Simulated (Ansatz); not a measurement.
**BaTe in Ansatz: the effect of functional**

Crystal: BaTe.

```
CELL_PARAMETERS angstrom
0.00000 3.36391 3.36391
3.36391 0.00000 3.36391
3.36391 3.36391 0.00000
ATOMIC_POSITIONS crystal
Ba 0.00000 0.00000 0.00000
Te 0.50000 0.50000 0.50000
```

The cell isn't the ideal one: volume scaled by 0.96.

Alike in all runs:

- Program: Ansatz 0.2.0
- Task: single point
- Potentials or basis: Ansatz PAW
- Cutoff: 420 eV (not typed: the program's choice for these potentials)
- k mesh: 7 × 7 × 7
- Occupations: fermi-dirac, width 0.05 eV
- Spin: no spin polarisation

| functional | gap on the mesh (eV) | pressure (GPa) |
| --- | --- | --- |
| LDA | ? | ? |
| PBE | 1.38 | 5.8 |
| PBEsol | 1.29 | 3.7 |

Task: What does the run with functional LDA give?

Result: gap on the mesh 1.27 eV; pressure 2.5 GPa.

Caveats: odd divisions of the mesh miss points on the zone boundary, where band edges often lie, so the gap on the mesh can be too wide; spin-orbit coupling is left out, which moves the levels of the heavy elements; the PAW data sets come from PBE, with cores solved anew for the run's functional, which leaves a small shift of forces and pressure (some runs).

A k mesh can miss the band edges.
